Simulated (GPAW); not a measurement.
AlPt in GPAW: the effect of functional

The system is AlPt.

```
Pt Al
1.0
     3.09155    0.00000    0.00000
     0.00000    3.09155    0.00000
     0.00000    0.00000    3.09155
Pt Al
1 1
Cartesian
  1.5458 1.5458 1.5458
  0.0000 0.0000 0.0000
```

Measurements of this composition are mostly on another form, of space group No. 198.

Alike in all runs:

* Program: GPAW 26.7.0
* Task: phonons
* Cutoff: 510 eV
* Basis: pw
* k mesh: 9 × 9 × 9
* Occupations: fermi-dirac, width 0.05 eV
* Spin: no spin polarisation

Each run relaxes the cell or the atoms first.

Q: One run gave: relaxed volume 14.06 Å³/atom; highest phonon frequency 225 cm⁻¹. Which functional did it use?
A. r2SCAN
B. LDA
C. PBEsol

A: B.

```tsv
functional	potentials or basis	relaxed volume (Å³/atom)	highest phonon frequency (cm⁻¹)
LDA	the program's PAW data sets (release 1.2.1) made for this functional	14.06	225
PBEsol	PAW data sets generated in the run's folder for this functional	14.37	225
r2SCAN	GPAW PAW data sets (gpaw-data 1.2.1)	14.49	224
```

Caveats: the cutoff is short for stress and forces, so pressures can be off by a GPa or more; the PAW data sets were made with another functional, which shifts forces and pressure a little (some runs).

Runs at the PBE level aren't shown here.
